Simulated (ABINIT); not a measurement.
# AlN (F-43m) in ABINIT: a series of runs

Aim: see how the results for AlN move with the level of theory and the settings. Levels: PBEsol, PBE. Tasks: single point, relaxation of cell and atoms.

Program: ABINIT 10.8.3 (patched build). These are calculated values, not measurements. Logs are shortened: lines on timing, memory, paths and dates and some standing lists are left out, and cuts for length are marked. The log counts tension as positive stress, the text compression.

## (1) The crystal as given

The structure is cubic, space group F-43m (No. 216). Conventional cell: a = 4.368 Å, b = 4.368 Å, c = 4.368 Å, α = 90.00°, β = 90.00°, γ = 90.00°. Al (site symmetry -43m) is surrounded by 4 N at 1.89 Å. Around N (site symmetry -43m) lie 4 Al at 1.89 Å.

Measurements of this composition are mostly on another form, of space group No. 186.

## (2) Single point, PBEsol

File run.abi:

```
# Pseudopotentials
pp_dirpath "./"
pseudos "Al.upf, N.upf"

# Structure
acell 3*1.0
rprim
     0.0000000000     4.1271496856     4.1271496856
     4.1271496856     0.0000000000     4.1271496856
     4.1271496856     4.1271496856     0.0000000000
ntypat 2
znucl 13 7
natom 2
typat 1 2
xred
     0.0000000000     0.0000000000     0.0000000000
     0.2500000000     0.2500000000     0.2500000000

# Plane-wave basis
ecut 979.609905 eV

# k points
kptopt 1
ngkpt 8 8 8
nshiftk 1
shiftk 0.0 0.0 0.0

# Exchange and correlation
ixc -116133

# Bands and occupations
nband 8
occopt 3
tsmear 0.05 eV

# SCF cycle
nstep 100
tolvrs 1.0e-10

# Output
iomode 3
prtwf 0
prtden 0
prteig 0
prtebands 0
enunit 2
```

Potentials or basis: PseudoDojo NC SR PBEsol v0.4.1 standard.

On the command line:

```console
$ abinit run.abi > log 2>&1
```

run.abo:

```text
.Version 10.8.3 of ABINIT
 Symmetries : space group F-4 3 m (#216); Bravais cF (face-center cubic)
================================================================================
 Values of the parameters that define the memory need of the present run
     intxc =       0    ionmov =       0      iscf =       7    lmnmax =       6
     lnmax =       6     mgfft =      32  mpssoang =       3    mqgrid =    3001
     natom =       2  nloc_mem =       1    nspden =       1   nspinor =       1
    nsppol =       1      nsym =      24    n1xccc =    2501    ntypat =       2
    occopt =       3   xclevel =       2
       mpw =        1475          nfft =       32768          nkpt =          29
================================================================================
================================================================================

--------------------------------------------------------------------------------
------------- Echo of variables that govern the present computation ------------
--------------------------------------------------------------------------------
 -outvars: echo values of preprocessed input variables --------
            acell      1.0000000000E+00  1.0000000000E+00  1.0000000000E+00 Bohr
              amu      2.69815390E+01  1.40067400E+01
             ecut      3.60000000E+01 Hartree
           enunit           2
              ixc     -116133
         kptrlatt        8    0    0      0    8    0      0    0    8
          kptrlen      4.66933685E+01
            natom           2
            nband           8
            ngfft          32      32      32
             nkpt          29
            nstep         100
             nsym          24
           ntypat           2
           occopt           3
           prtden           0
        prtebands           0
           prteig           0
            prtwf           0
            rprim      0.0000000000E+00  4.1271496856E+00  4.1271496856E+00
                       4.1271496856E+00  0.0000000000E+00  4.1271496856E+00
                       4.1271496856E+00  4.1271496856E+00  0.0000000000E+00
          spgroup         216
           tolvrs      1.00000000E-10
           tsmear      1.83746611E-03 Hartree
            typat      1  2
           xangst      0.0000000000E+00  0.0000000000E+00  0.0000000000E+00
                       1.0919967791E+00  1.0919967791E+00  1.0919967791E+00
            xcart      0.0000000000E+00  0.0000000000E+00  0.0000000000E+00
                       2.0635748428E+00  2.0635748428E+00  2.0635748428E+00
             xred      0.0000000000E+00  0.0000000000E+00  0.0000000000E+00
                       2.5000000000E-01  2.5000000000E-01  2.5000000000E-01
            znucl       13.00000    7.00000

================================================================================

 chkinp: Checking input parameters for consistency.

================================================================================
== DATASET  1 ==================================================================

--- !DatasetInfo
iteration_state: {dtset: 1, }
dimensions: {natom: 2, nkpt: 29, mband: 8, nsppol: 1, nspinor: 1, nspden: 1, mpw: 1475, }
cutoff_energies: {ecut:  36.0, pawecutdg:  -1.0, }
electrons: {nelect:   8.00000000E+00, charge:   0.00000000E+00, occopt:   3.00000000E+00, tsmear:   1.83746611E-03, }
meta: {optdriver: 0, ionmov: 0, optcell: 0, iscf: 7, paral_kgb: 0, }
...

 Real(R)+Recip(G) space primitive vectors, cartesian coordinates (Bohr,Bohr^-1):
 R(1)=  0.0000000  4.1271497  4.1271497  G(1)= -0.1211490  0.1211490  0.1211490
 R(2)=  4.1271497  0.0000000  4.1271497  G(2)=  0.1211490 -0.1211490  0.1211490
 R(3)=  4.1271497  4.1271497  0.0000000  G(3)=  0.1211490  0.1211490 -0.1211490
 Unit cell volume ucvol=  1.4059849E+02 bohr^3
 Angles (23,13,12)=  6.00000000E+01  6.00000000E+01  6.00000000E+01 degrees

 getcut: wavevector=  0.0000  0.0000  0.0000  ngfft=  32  32  32
         ecut(hartree)=     36.000   => boxcut(ratio)=   2.02987

--- Pseudopotential description ------------------------------------------------
- pspini: atom type   1  psp file is ./Al.upf
12 -116133 2 -1 1876                          pspcod,pspxc,lmax,lloc,mmax
     nproj     2     2     2

- pspini: atom type   2  psp file is ./N.upf
12 -116133 1 -1 1058                          pspcod,pspxc,lmax,lloc,mmax
     nproj     2     2     0

   4.76014214E+01                                ecore*ucvol(ha*bohr**3)
--------------------------------------------------------------------------------

================================================================================

--- !BeginCycle
iteration_state: {dtset: 1, }
solver: {iscf: 7, nstep: 100, nline: 4, wfoptalg: 0, }
tolerances: {tolvrs: 1.00E-10, }
...

     iter   Etot(hartree)      deltaE(h)  residm     vres2
 ETOT  1  -12.603633570876    -1.260E+01 1.014E-01 5.085E+02
 ETOT  2  -12.643367769660    -3.973E-02 1.013E-02 3.982E+02
 ETOT  3  -12.762847526122    -1.195E-01 6.764E-03 9.731E-01
 ETOT  4  -12.763127401614    -2.799E-04 4.922E-03 1.640E-02
 ETOT  5  -12.763130297064    -2.895E-06 3.654E-03 6.191E-04
 ETOT  6  -12.763130417830    -1.208E-07 2.637E-03 4.057E-05
 ETOT  7  -12.763130431440    -1.361E-08 5.940E-04 2.291E-06
 ETOT  8  -12.763130432180    -7.405E-10 2.606E-04 1.013E-08
 ETOT  9  -12.763130432183    -2.705E-12 6.234E-05 1.293E-10
 ETOT 10  -12.763130432183    -3.286E-13 2.552E-05 2.230E-13

 At SCF step   10       vres2   =  2.23E-13 < tolvrs=  1.00E-10 =>converged.

 Cartesian components of stress tensor (hartree/bohr^3)
  sigma(1 1)= -2.65043346E-05  sigma(3 2)=  0.00000000E+00
  sigma(2 2)= -2.65043346E-05  sigma(3 1)=  0.00000000E+00
  sigma(3 3)= -2.65043346E-05  sigma(2 1)=  0.00000000E+00

--- !ResultsGS
iteration_state: {dtset: 1, }
comment   : Summary of ground state results
lattice_vectors:
- [  0.0000000,   4.1271497,   4.1271497, ]
- [  4.1271497,   0.0000000,   4.1271497, ]
- [  4.1271497,   4.1271497,   0.0000000, ]
lattice_lengths: [   5.83667,    5.83667,    5.83667, ]
lattice_angles: [ 60.000,  60.000,  60.000, ] # degrees, (23, 13, 12)
lattice_volume:   1.4059849E+02
convergence: {deltae: -3.286E-13, res2:  2.230E-13, residm:  2.552E-05, diffor: null, }
etotal    :  -1.27631304E+01
entropy   :   0.00000000E+00
fermie    :   2.59832859E-01
cartesian_stress_tensor: # hartree/bohr^3
- [ -2.65043346E-05,   0.00000000E+00,   0.00000000E+00, ]
- [  0.00000000E+00,  -2.65043346E-05,   0.00000000E+00, ]
- [  0.00000000E+00,   0.00000000E+00,  -2.65043346E-05, ]
pressure_GPa:   7.7978E-01
xred      :
- [  0.0000E+00,   0.0000E+00,   0.0000E+00, Al]
- [  2.5000E-01,   2.5000E-01,   2.5000E-01,  N]
cartesian_forces: # hartree/bohr
- [ -0.00000000E+00,  -0.00000000E+00,  -0.00000000E+00, ]
- [ -0.00000000E+00,  -0.00000000E+00,  -0.00000000E+00, ]
force_length_stats: {min:   0.00000000E+00, max:   0.00000000E+00, mean:   0.00000000E+00, }
...

 Integrated electronic density in atomic spheres:
 ------------------------------------------------
 Atom  Sphere_radius  Integrated_density
    1        2.00000          1.11398360
    2        2.00000          5.36128286
================================================================================

 ----iterations are completed or convergence reached----

 Mean square residual over all n,k,spin=   14.794E-08; max=  25.521E-06
 reduced coordinates (array xred) for    2 atoms
       0.000000000000      0.000000000000      0.000000000000
       0.250000000000      0.250000000000      0.250000000000
 rms dE/dt=  0.0000E+00; max dE/dt=  0.0000E+00; dE/dt below (all hartree)
    1       0.000000000000      0.000000000000      0.000000000000
    2       0.000000000000      0.000000000000      0.000000000000

 cartesian coordinates (angstrom) at end:
    1      0.00000000000000     0.00000000000000     0.00000000000000
    2      1.09199677906168     1.09199677906168     1.09199677906168

 cartesian forces (hartree/bohr) at end:
    1     -0.00000000000000    -0.00000000000000    -0.00000000000000
    2     -0.00000000000000    -0.00000000000000    -0.00000000000000
 frms,max,avg= 0.0000000E+00 0.0000000E+00   0.000E+00  0.000E+00  0.000E+00 h/b

 cartesian forces (eV/Angstrom) at end:
    1     -0.00000000000000    -0.00000000000000    -0.00000000000000
    2     -0.00000000000000    -0.00000000000000    -0.00000000000000
 frms,max,avg= 0.0000000E+00 0.0000000E+00   0.000E+00  0.000E+00  0.000E+00 e/A
 length scales=  1.000000000000  1.000000000000  1.000000000000 bohr
              =  0.529177210544  0.529177210544  0.529177210544 angstroms
 Fermi (or HOMO) energy (hartree) =   0.25983   Average Vxc (hartree)=  -0.40075
 Eigenvalues (hartree) for nkpt=  29  k points:
 kpt#   1, nband=  8, wtk=  0.00195, kpt=  0.0000  0.0000  0.0000 (reduced coord)
  -0.33965    0.20988    0.20988    0.20988    0.36123    0.66821    0.66821    0.66821
      occupation numbers for kpt#   1
   2.00000    2.00000    2.00000    2.00000    0.00000    0.00000    0.00000    0.00000
 prteigrs : prtvol=0 or 1, do not print more k-points.

 Fermi (or HOMO) energy (eV) =   7.07041   Average Vxc (eV)= -10.90494
 Eigenvalues (   eV  ) for nkpt=  29  k points:
 kpt#   1, nband=  8, wtk=  0.00195, kpt=  0.0000  0.0000  0.0000 (reduced coord)
  -9.24227    5.71122    5.71122    5.71122    9.82954   18.18279   18.18279   18.18279
 prteigrs : prtvol=0 or 1, do not print more k-points.

--- !EnergyTerms
iteration_state     : {dtset: 1, }
comment             : Components of total free energy in Hartree
kinetic             :  8.15123481076488E+00
hartree             :  2.78273156252356E+00
xc                  : -4.20562471509276E+00
Ewald energy        : -1.08999796062976E+01
psp_core            :  3.38562820454103E-01
local_psp           : -8.28283757884927E+00
non_local_psp       : -6.47217725686097E-01
internal            : -1.27631304321832E+01
'-kT*entropy'       : -2.39136343024250E-15
total_energy        : -1.27631304321832E+01
total_energy_eV     : -3.47302471897970E+02
band_energy         :  1.91469260922025E-01
...

 Cartesian components of stress tensor (hartree/bohr^3)
  sigma(1 1)= -2.65043346E-05  sigma(3 2)=  0.00000000E+00
  sigma(2 2)= -2.65043346E-05  sigma(3 1)=  0.00000000E+00
  sigma(3 3)= -2.65043346E-05  sigma(2 1)=  0.00000000E+00

-Cartesian components of stress tensor (GPa)         [Pressure=  7.7978E-01 GPa]
- sigma(1 1)= -7.79784445E-01  sigma(3 2)=  0.00000000E+00
- sigma(2 2)= -7.79784445E-01  sigma(3 1)=  0.00000000E+00
- sigma(3 3)= -7.79784445E-01  sigma(2 1)=  0.00000000E+00

== END DATASET(S) ==============================================================
================================================================================

 -outvars: echo values of variables after computation  --------
            acell      1.0000000000E+00  1.0000000000E+00  1.0000000000E+00 Bohr
           etotal     -1.2763130432E+01
            fcart     -0.0000000000E+00 -0.0000000000E+00 -0.0000000000E+00
                      -0.0000000000E+00 -0.0000000000E+00 -0.0000000000E+00
            rprim      0.0000000000E+00  4.1271496856E+00  4.1271496856E+00
                       4.1271496856E+00  0.0000000000E+00  4.1271496856E+00
                       4.1271496856E+00  4.1271496856E+00  0.0000000000E+00
           strten     -2.6504334564E-05 -2.6504334564E-05 -2.6504334564E-05
                       0.0000000000E+00  0.0000000000E+00  0.0000000000E+00
           xangst      0.0000000000E+00  0.0000000000E+00  0.0000000000E+00
                       1.0919967791E+00  1.0919967791E+00  1.0919967791E+00
             xred      0.0000000000E+00  0.0000000000E+00  0.0000000000E+00
                       2.5000000000E-01  2.5000000000E-01  2.5000000000E-01
 Calculation completed.
```

It took 10 s on 1 thread of Arm Neoverse V1, shared host; peak memory 0.06 GiB.

Results:

| Quantity | Value |
| --- | --- |
| Free energy | -347.3025 eV |
| Pressure | 0.8 GPa |
| Band gap on the k mesh | 3.19 eV, indirect (least direct gap 4.12 eV) |
| Valence electrons inside the program's atomic spheres | Al 1.11; N 5.36 |

A k mesh can miss the band edges. Expect the measured gap to be larger: semilocal functionals such as PBEsol lack the derivative discontinuity.

## (3) Single point, PBE

File run.abi:

```
# Pseudopotentials
pp_dirpath "./"
pseudos "Al.upf, N.upf"

# Structure
acell 3*1.0 Angstrom
rprim
     0.0000000000     2.1839935596     2.1839935596
     2.1839935596     0.0000000000     2.1839935596
     2.1839935596     2.1839935596     0.0000000000
ntypat 2
znucl 13 7
natom 2
typat 1 2
xcart
     0.0000000000     0.0000000000     0.0000000000
     2.0635748428     2.0635748428     2.0635748428

# Plane-wave basis
ecut 36.0

# k points
kptopt 1
ngkpt 8 8 8
nshiftk 1
shiftk 0.0 0.0 0.0

# Exchange and correlation
ixc 11

# Bands and occupations
nband 8
occopt 3
tsmear 0.05 eV

# SCF cycle
nstep 100
tolvrs 1.0e-10

# Output
iomode 3
prtwf 0
prteig 0
prtebands 0
enunit 2
prtden 1
prtvha 1
prtvclmb 1
prtpot 1
prtelf 1
```

Potentials or basis: PseudoDojo NC SR PBE v0.4.1 standard.

On the command line:

```console
$ abinit run.abi > log 2>&1
```

Run time: 8.1 s. Hardware: 1 thread of Arm Neoverse V2, shared host; peak memory 0.06 GiB.

The run converged. Its results:

```yaml
Free_energy: -348.0989 eV
Pressure: 4.1 GPa
Band_gap_on_the_k_mesh: 3.32 eV, indirect (least direct gap 4.19 eV)
Valence_electrons_inside_the_program's_atomic_spheres: Al 1.11; N 5.39
```

Levels at points of the mesh, in eV from the valence-band top:
```csv
k point,band 2,band 3,band 4,band 5,band 6,band 7
"(0.00, 0.00, 0.00)",0.00,0.00,0.00,4.19,12.59,12.59
"(0.50, 0.00, 0.00)",-5.86,-0.48,-0.48,7.39,9.85,11.17
"(0.50, 0.50, 0.00)",-4.90,-1.78,-1.78,3.32,8.65,13.92
```

A k mesh can miss the band edges. Expect the measured gap to be larger: semilocal functionals such as PBE lack the derivative discontinuity.

## (4) Relaxation of cell and atoms, PBE

File run.abi:

```
# Pseudopotentials
pp_dirpath "./"
pseudos "Al.upf, N.upf"

# Structure
acell 3*1.0 Angstrom
rprim
     0.0000000000     2.1839935596     2.1839935596
     2.1839935596     0.0000000000     2.1839935596
     2.1839935596     2.1839935596     0.0000000000
ntypat 2
znucl 13 7
natom 2
typat 1 2
chkprim 0
chksymtnons 0
tolsym 1.0e-6
xred
            0.0            0.0            0.0
            1/4            1/4            1/4

# Plane-wave basis
ecut 42.0
ecutsm 0.5

# k points
kptopt 1
ngkpt 8 8 8
nshiftk 1
shiftk 0.0 0.0 0.0

# Exchange and correlation
ixc 11

# Bands and occupations
nband 8
occopt 3
tsmear 0.00183747

# SCF cycle
nstep 80
tolvrs 1.0e-12

# Output
iomode 3
prteig 0
prtebands 0
prtwf 0
prtden 0

# Relaxation
ionmov 22
optcell 2
ntime 50
tolmxf 2.0e-5
dilatmx 1.08
```

On the command line:

```console
$ abinit run.abi > log 2>&1
```

It took 47 s on 1 thread of Arm Neoverse V2, shared host; peak memory 0.08 GiB.

The run converged. Its results:

* Free energy: -348.1097 eV
* Relaxed volume: 10.65 Å³/atom
* Relaxed cell: a = 3.112 Å, b = 3.112 Å, c = 3.112 Å, α = 60.00°, β = 60.00°, γ = 60.00°
* Space group after relaxing (to 0.05 Å): F-43m (No. 216)
* Energy gained by relaxing: 3.2 meV/atom
* Ionic steps: 4
* Pressure after relaxing: 0.0 GPa
* Band gap on the k mesh: 3.31 eV, indirect (least direct gap 4.00 eV)

The path:
| step | energy change (eV) | largest force (eV/Å) | pressure (GPa) | volume (Å³) |
| --- | --- | --- | --- | --- |
| 1 | 0.0000 | 0.0000 | 4.50 | 20.83 |
| 2 | -0.0055 | 0.0000 | 1.69 | 21.12 |
| 3 | -0.0065 | 0.0000 | 0.04 | 21.30 |
| 4 | -0.0065 | 0.0000 | 0.00 | 21.30 |

Final structure:
```xyz
2
Lattice="0.0000 2.2003 2.2003 2.2003 0.0000 2.2003 2.2003 2.2003 0.0000" Properties=species:S:1:pos:R:3 pbc="T T T"
Al    0.0000    0.0000    0.0000
N     1.1002    1.1002    1.1002
```

## (5) Summary

| task | level | potentials or basis | cell | cutoff (eV) | cell freedom (optcell) | optimiser (ionmov) | cutoff smearing ecutsm (Ha) | force stop (Ha/bohr) | gap on the mesh (eV) | pressure (GPa) |
| --- | --- | --- | --- | --- | --- | --- | --- | --- | --- | --- |
| single point | PBEsol | PseudoDojo NC SR PBEsol v0.4.1 standard | as given | 980 | - | - | - | - | 3.19 | 0.8 |
| single point | PBE | PseudoDojo NC SR PBE v0.4.1 standard | as given | 980 | - | - | - | - | 3.32 | 4.1 |
| relaxation of cell and atoms | PBE | PseudoDojo NC SR PBE v0.4.1 standard | relaxed | 1143 | 2 | 22 | 0.5 | 2e-05 | 3.31 | 0.0 |

Alike in all rows: no spin polarisation; k mesh 8 × 8 × 8; smearing fermi-dirac 0.05 eV.

Total energies depend on the potentials used, so only differences within one code and one set of settings carry meaning.
